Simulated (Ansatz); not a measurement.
A relaxation computed with Ansatz, from input to last step.

```yaml
crystal:
  lattice:
    - [1.58, 0.9122134253, 6.15]
    - [-1.58, 0.9122134253, 6.15]
    - [0.0, -1.8244268506, 6.15]
  atoms:
    - { symbol: Mo, position: [0.0, 0.0, 0.0] }
    - { symbol: S, position: [0.25, 0.25, 0.25] }
    - { symbol: S, position: [0.417, 0.417, 0.417] }
basis:
  ecutwfc: 500
kpoints:
  mp_grid: { grid: [12, 12, 12] }
hamiltonian:
  xc: r2scan
scf:
  occupations: { method: gaussian, width: 0.02 }
output:
  forces: true
  stress: true
  eigenvalues: true
relax:
  adjacent_minimum: "off"
  f_tol: 0.02
  max_steps: 70
  cell: { stress_tol: 0.1 }
```

```bash
ansatz run input.yaml --threads 2 --pin off --max-ram 5120MiB --backend cpu --events-out ev --progress --plain --runs-dir out
```

Theory: Ansatz, DFT r2SCAN, scalar-relativistic, plane waves, PAW.

Of 7 frames 7 are shown, positions in Å and forces in eV/Å; the SCF threshold varies from step to step. Steps run on the plane waves of an earlier cell, with a Pulay correction in the pressure. The basis is chosen afresh for the last frame, the zero of the energies, and can be on the way; energy and pressure step there, also at an unchanged geometry.

```xyz
3
Lattice="1.5800 0.9122 6.1500 -1.5800 0.9122 6.1500 0.0000 -1.8244 6.1500" Properties=species:S:1:pos:R:3:forces:R:3 pbc="T T T" step=1 free_energy_over_end_meV_per_atom=9.38 pressure_GPa=4.18
Mo    0.0000    0.0000    0.0000    0.0000    0.0000    0.0870
S     0.0000    0.0000    4.6125    0.0000    0.0000   -0.3630
S     0.0000    0.0000    7.6936    0.0000    0.0000    0.2760
3
Lattice="1.6091 0.9290 6.4027 -1.6091 0.9290 6.4027 0.0000 -1.8580 6.4027" Properties=species:S:1:pos:R:3:forces:R:3 pbc="T T T" step=2 free_energy_over_end_meV_per_atom=4.64 pressure_GPa=-0.71
Mo    0.0000    0.0000    0.0022    0.0000    0.0000   -0.0070
S     0.0000    0.0000    4.8745    0.0000    0.0000   -0.2220
S     0.0000    0.0000    7.9351    0.0000    0.0000    0.2300
3
Lattice="1.5951 0.9209 6.4164 -1.5951 0.9209 6.4164 0.0000 -1.8419 6.4164" Properties=species:S:1:pos:R:3:forces:R:3 pbc="T T T" step=3 free_energy_over_end_meV_per_atom=0.54 pressure_GPa=0.03
Mo    0.0000    0.0000    0.0019    0.0000    0.0000    0.0050
S     0.0000    0.0000    4.8707    0.0000    0.0000   -0.0430
S     0.0000    0.0000    7.9668    0.0000    0.0000    0.0380
3
Lattice="1.5926 0.9195 6.4522 -1.5926 0.9195 6.4522 0.0000 -1.8390 6.4522" Properties=species:S:1:pos:R:3:forces:R:3 pbc="T T T" step=4 free_energy_over_end_meV_per_atom=0.34 pressure_GPa=0.07
Mo    0.0000    0.0000    0.0020    0.0000    0.0000    0.0010
S     0.0000    0.0000    4.9026    0.0000    0.0000   -0.0020
S     0.0000    0.0000    8.0062    0.0000    0.0000    0.0010
3
Lattice="1.5924 0.9193 6.4795 -1.5924 0.9193 6.4795 0.0000 -1.8387 6.4795" Properties=species:S:1:pos:R:3:forces:R:3 pbc="T T T" step=5 free_energy_over_end_meV_per_atom=0.31 pressure_GPa=0.03
Mo    0.0000    0.0000    0.0021    0.0000    0.0000   -0.0010
S     0.0000    0.0000    4.9291    0.0000    0.0000    0.0060
S     0.0000    0.0000    8.0342    0.0000    0.0000   -0.0050
3
Lattice="1.5925 0.9194 6.4970 -1.5925 0.9194 6.4970 0.0000 -1.8389 6.4970" Properties=species:S:1:pos:R:3:forces:R:3 pbc="T T T" step=6 free_energy_over_end_meV_per_atom=0.31 pressure_GPa=0.00
Mo    0.0000    0.0000    0.0021    0.0000    0.0000   -0.0010
S     0.0000    0.0000    4.9468    0.0000    0.0000    0.0020
S     0.0000    0.0000    8.0516    0.0000    0.0000   -0.0010
3
Lattice="1.5925 0.9194 6.4970 -1.5925 0.9194 6.4970 0.0000 -1.8389 6.4970" Properties=species:S:1:pos:R:3:forces:R:3 pbc="T T T" step=7 free_energy_over_end_meV_per_atom=0.00 pressure_GPa=0.00
Mo    0.0000    0.0000    0.0021    0.0000    0.0000   -0.0010
S     0.0000    0.0000    4.9468    0.0000    0.0000    0.0020
S     0.0000    0.0000    8.0516    0.0000    0.0000   -0.0010
```

It took 2.6 min on 2 threads of Arm Neoverse V1, on a shared host, peak memory 0.68 GiB.

The cell holds layers, and where no dispersion correction was added their binding is poorly described.